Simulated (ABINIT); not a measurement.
# Ti2C (R-3m) in ABINIT: relaxation of cell and atoms with PBEsol

Aim: the relaxation of cell and atoms of Ti2C with PBEsol.

Everything below comes from runs of ABINIT 10.8.3 (patched build). Logs are shortened: lines on timing, memory, paths and dates and some standing lists are left out, and cuts for length are marked. The log counts tension as positive stress, the text compression.

## 1. The crystal as given

Symmetry: R-3m, No. 166, trigonal system. Conventional cell: a = 3.081 Å, b = 3.081 Å, c = 14.441 Å, α = 90.00°, β = 90.00°, γ = 120.00°. Ti (site symmetry 3m) has 3 C at 2.11 Å as nearest neighbours. C (site symmetry -3m) has 6 Ti at 2.11 Å as nearest neighbours.

The cell comes from a database or a generator and needn't be the stable form of this composition.

## 2. Relaxation of cell and atoms, PBEsol

The input, run.abi:

```
pp_dirpath "./"
pseudos "Ti.upf, C.upf"

acell 3*1.0 Angstrom
rprim
     1.5406981810     0.8895225095     4.8137698526
    -1.5406981810     0.8895225095     4.8137698526
     0.0000000000    -1.7790450191     4.8137698526
ntypat 2
znucl 22 6
natom 3
typat 1 1 2
xred
     0.7545021700     0.7545021700     0.7545021700
     0.2454978300     0.2454978300     0.2454978300
     0.5000000000     0.5000000000     0.5000000000
chkprim 0
chksymtnons 0
tolsym 1.0e-6

ecut 42.0

kptopt 1
ngkpt 6 6 6
nshiftk 1
shiftk 0.0 0.0 0.0

ixc -116133

nband 18
occopt 3
tsmear 0.05 eV

nstep 100
tolvrs 1.0e-10

iomode 3
prtwf 0
prtden 0
prteig 0
prtebands 0
enunit 2

ionmov 2
ntime 60
tolmxf 0.0002
optcell 2
dilatmx 1.08
ecutsm 0.5
```

Potentials or basis: PseudoDojo NC SR PBEsol v0.4.1 standard.

Command:

```
> abinit run.abi > log 2>&1
```

run.abo:

```text
.Version 10.8.3 of ABINIT
 Symmetries : space group R-3 m (#166); Bravais hR (rhombohedral)
================================================================================
 Values of the parameters that define the memory need of the present run
     intxc =       0    ionmov =       2      iscf =       7    lmnmax =       6
     lnmax =       6     mgfft =      64  mpssoang =       3    mqgrid =    3001
     natom =       3  nloc_mem =       1    nspden =       1   nspinor =       1
    nsppol =       1      nsym =      12    n1xccc =    2501    ntypat =       2
    occopt =       3   xclevel =       2
       mpw =        4387          nfft =      262144          nkpt =          32
================================================================================
================================================================================

--------------------------------------------------------------------------------
------------- Echo of variables that govern the present computation ------------
--------------------------------------------------------------------------------
 -outvars: echo values of preprocessed input variables --------
            acell      1.8897261259E+00  1.8897261259E+00  1.8897261259E+00 Bohr
              amu      4.78800000E+01  1.20110000E+01
          chkprim           0
      chksymtnons           0
          dilatmx      1.08000000E+00
             ecut      4.20000000E+01 Hartree
           ecutsm      5.00000000E-01 Hartree
           enunit           2
           ionmov           2
              ixc     -116133
         kptrlatt        6    0    0      0    6    0      0    0    6
          kptrlen      3.49379713E+01
            natom           3
            nband          18
            ngfft          64      64      64
             nkpt          32
            nstep         100
             nsym          12
            ntime          60
           ntypat           2
           occopt           3
          optcell           2
           prtden           0
        prtebands           0
           prteig           0
            prtwf           0
            rprim      1.5406981810E+00  8.8952250950E-01  4.8137698526E+00
                      -1.5406981810E+00  8.8952250950E-01  4.8137698526E+00
                       0.0000000000E+00 -1.7790450191E+00  4.8137698526E+00
          spgroup         166
           tolmxf      2.00000000E-04
           tolsym      1.00000000E-06
           tolvrs      1.00000000E-10
           tsmear      1.83746611E-03 Hartree
            typat      1  1  2
           xangst     -5.1673746920E-17 -7.5450476654E-11  1.0895999399E+01
                       2.4898289518E-17 -2.4549849184E-11  3.5453101588E+00
[... 947 lines left out ...]
    2      0.00000000000000    -0.00000000002443     3.52744903831593
    3      0.00000000000000    -0.00000000004970     7.17667774870637

 cartesian forces (hartree/bohr) at end:
    1      0.00000000000000     0.00000000000000     0.00003211457131
    2      0.00000000000000     0.00000000000000    -0.00003211457131
    3     -0.00000000000000    -0.00000000000000    -0.00000000000000
 frms,max,avg= 1.5138954E-05 3.2114571E-05   0.000E+00  0.000E+00  0.000E+00 h/b

 cartesian forces (eV/Angstrom) at end:
    1      0.00000000000000     0.00000000000000     0.00165139765402
    2      0.00000000000000     0.00000000000000    -0.00165139765402
    3     -0.00000000000000    -0.00000000000000    -0.00000000000000
 frms,max,avg= 7.7847632E-04 1.6513977E-03   0.000E+00  0.000E+00  0.000E+00 e/A
 length scales=  9.635099895424  9.635099895424  9.635099895449 bohr
              =  5.098675285973  5.098675285973  5.098675285987 angstroms
 Fermi (or HOMO) energy (hartree) =   0.37017   Average Vxc (hartree)=  -0.44852
 Eigenvalues (hartree) for nkpt=  32  k points:
 kpt#   1, nband= 18, wtk=  0.00463, kpt=  0.0000  0.0000  0.0000 (reduced coord)
  -1.70393   -1.69980   -0.84858   -0.82795   -0.82795   -0.82587   -0.82495   -0.82495
  -0.04970    0.18753    0.27511    0.27511    0.29512    0.38853    0.38853    0.40653
   0.44363    0.44363
      occupation numbers for kpt#   1
   2.00000    2.00000    2.00000    2.00000    2.00000    2.00000    2.00000    2.00000
   2.00000    2.00000    2.00000    2.00000    2.00000    0.00009    0.00009    0.00000
   0.00000    0.00000
 prteigrs : prtvol=0 or 1, do not print more k-points.

 Fermi (or HOMO) energy (eV) =  10.07271   Average Vxc (eV)= -12.20473
 Eigenvalues (   eV  ) for nkpt=  32  k points:
 kpt#   1, nband= 18, wtk=  0.00463, kpt=  0.0000  0.0000  0.0000 (reduced coord)
 -46.36641  -46.25378  -23.09110  -22.52953  -22.52953  -22.47304  -22.44808  -22.44808
  -1.35235    5.10305    7.48615    7.48615    8.03067   10.57238   10.57238   11.06211
  12.07185   12.07185
 prteigrs : prtvol=0 or 1, do not print more k-points.

--- !EnergyTerms
iteration_state     : {dtset: 1, itime: 8, icycle: 1, }
comment             : Components of total free energy in Hartree
kinetic             :  5.07944262682576E+01
hartree             :  2.58871168152032E+01
xc                  : -1.94440202759917E+01
Ewald energy        : -9.07289206502270E+01
psp_core            :  3.64236829921536E+00
local_psp           : -9.56851659176548E+01
non_local_psp       :  8.49866154093059E-01
internal            : -1.24684329307104E+02
'-kT*entropy'       : -8.53488139236919E-04
total_energy        : -1.24685182795243E+02
total_energy_eV     : -3.39285666819211E+03
band_energy         : -1.40398934750760E+01
...

 rms coord change=  2.1226E-04   atom, delta coord (reduced):
     1       -0.000259967816     -0.000259967816     -0.000259967816
     2        0.000259967816      0.000259967816      0.000259967816
     3        0.000000000000      0.000000000000     -0.000000000000

 Cartesian components of stress tensor (hartree/bohr^3)
  sigma(1 1)=  8.36826312E-08  sigma(3 2)=  9.68205002E-14
  sigma(2 2)=  8.36828507E-08  sigma(3 1)=  0.00000000E+00
  sigma(3 3)=  6.28583443E-07  sigma(2 1)=  0.00000000E+00

-Cartesian components of stress tensor (GPa)         [Pressure= -7.8059E-03 GPa]
- sigma(1 1)=  2.46202801E-03  sigma(3 2)=  2.84855746E-09
- sigma(2 2)=  2.46203447E-03  sigma(3 1)=  0.00000000E+00
- sigma(3 3)=  1.84935634E-02  sigma(2 1)=  0.00000000E+00

== END DATASET(S) ==============================================================
================================================================================

 -outvars: echo values of variables after computation  --------
            acell      9.6350998954E+00  9.6350998954E+00  9.6350998954E+00 Bohr
           etotal     -1.2468518280E+02
            fcart      2.7407155216E-21  2.5255463487E-22  3.2114571311E-05
                       3.9208713692E-22  2.0061998911E-21 -3.2114571311E-05
                      -3.1328026585E-21 -2.2587545260E-21 -0.0000000000E+00
            rprim      2.9932277765E-01  1.7281408624E-01  9.3837155028E-01
                      -2.9932277765E-01  1.7281408624E-01  9.3837155028E-01
                       0.0000000000E+00 -3.4562817251E-01  9.3837155028E-01
           strten      8.3682631184E-08  8.3682850729E-08  6.2858344334E-07
                       9.6820500242E-14  0.0000000000E+00  0.0000000000E+00
           xangst     -2.3182181826E-16 -7.4965012012E-11  1.0825906459E+01
                       1.1432087361E-16 -2.4426617902E-11  3.5274490383E+00
                       0.0000000000E+00 -4.9695614529E-11  7.1766777487E+00
             xred      7.5424220218E-01  7.5424220218E-01  7.5424220218E-01
                       2.4575779782E-01  2.4575779782E-01  2.4575779782E-01
                       5.0000000000E-01  5.0000000000E-01  5.0000000000E-01
 Calculation completed.
```

It took 25 min on 1 thread of Arm Neoverse V2, shared host; peak memory 0.17 GiB.

Results:

* Free energy: -3392.8567 eV
* Relaxed volume: 12.87 Å³/atom
* Relaxed cell: a = 5.099 Å, b = 5.099 Å, c = 5.099 Å, α = 34.83°, β = 34.83°, γ = 34.83°
* Space group after relaxing (to 0.05 Å): R-3m (No. 166)
* Energy gained by relaxing: 4.4 meV/atom
* Ionic steps: 8
* Pressure after relaxing: 0.0 GPa
* Band gap on the k mesh: none (metal or under the smearing width)
* Valence electrons inside the program's atomic spheres: Ti 9.54; C 4.04

Step by step:
```tsv
step	energy change (eV)	largest force (eV/Å)	pressure (GPa)	volume (Å³)
1	0.0000	0.1929	-4.38	39.58
2	-0.0107	0.0131	-1.74	39.06
3	-0.0127	0.0859	-0.03	38.72
4	-0.0128	0.0740	0.01	38.69
5	-0.0132	0.0120	-0.01	38.63
6	-0.0132	0.0072	-0.02	38.62
7	-0.0132	0.0031	-0.02	38.61
8	-0.0132	0.0017	-0.01	38.60
```

Final structure:
```
Ti C
1.0
     1.52615    0.88112    4.78445
    -1.52615    0.88112    4.78445
     0.00000   -1.76225    4.78445
Ti C
2 1
Direct
  0.75424 0.75424 0.75424
  0.24576 0.24576 0.24576
  0.50000 0.50000 0.50000
```

Caveat: the k mesh is coarse (spacing up to 0.40 Å⁻¹), so the values aren't converged.

## 3. For comparison

An earlier run on the cell as given: functional PBEsol; potentials or basis PseudoDojo NC SR PBEsol v0.4.1 standard; cutoff 1143 eV; k mesh 10 × 10 × 10; occupations fermi-dirac, width 0.05 eV; no spin polarisation.

- Pressure: -4.5 GPa
- Largest force: 0.173 eV/Å
- Band gap on the k mesh: none (metal or under the smearing width)
- Valence electrons inside the program's atomic spheres: Ti 9.53; C 4.00
